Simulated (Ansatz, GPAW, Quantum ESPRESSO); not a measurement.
## One calculation of Hf, 3 ways

```xyz
3
Lattice="4.9623 0.0000 0.0000 -2.4812 4.2975 0.0000 0.0000 0.0000 3.0862" Properties=species:S:1:pos:R:3 pbc="T T T"
Hf    0.0157    0.0386    0.0296
Hf    0.0352    2.8556    1.5094
Hf    2.4894    1.4135    1.5536
```

This isn't the form of Hf at room conditions, which is hcp.

Atoms were shifted at random by some hundredths of an Å from the given cell, which wasn't relaxed again for these runs.

Alike in all runs: task single point; functional PBEsol; k mesh 6 × 6 × 9; occupations fermi-dirac, width 0.05 eV; no spin polarisation; no spin-orbit coupling. Pressure is positive in compression and, in plane waves, holds the error of the finite cutoff.

```json
{"program and potentials": "Quantum ESPRESSO, GBRV 1.5 PBEsol", "plane-wave cutoff (eV)": "612", "notes": "-", "pressure (GPa)": "-2.51", "largest force (eV/Å)": "0.254", "energy over the undisturbed cell (meV/atom)": "3.51"}
{"program and potentials": "GPAW, PAW data sets generated for this functional", "plane-wave cutoff (eV)": "600", "notes": "-", "pressure (GPa)": "-2.09", "largest force (eV/Å)": "0.255", "energy over the undisturbed cell (meV/atom)": "3.54"}
{"program and potentials": "Ansatz, all-electron LAPW, scalar-relativistic", "plane-wave cutoff (eV)": "-", "notes": "-", "pressure (GPa)": "-2.56", "largest force (eV/Å)": "0.248", "energy over the undisturbed cell (meV/atom)": "-"}
```

Force on atom 1 (Hf), eV/Å:

```json
{"program and potentials": "Quantum ESPRESSO, GBRV 1.5 PBEsol", "x": "0.006", "y": "-0.148", "z": "-0.206"}
{"program and potentials": "GPAW, PAW data sets generated for this functional", "x": "0.006", "y": "-0.149", "z": "-0.207"}
{"program and potentials": "Ansatz, all-electron LAPW, scalar-relativistic", "x": "0.006", "y": "-0.143", "z": "-0.203"}
```

The pressure spans -2.56 (Ansatz, all-electron LAPW, scalar-relativistic) to -2.09 GPa (GPAW, PAW data sets generated for this functional), with all-electron results at -2.56.

Differences between rows come from potentials, basis sets and numerical settings, since the functional is the same but for its coding. Runs on potential files found faulty are left out.
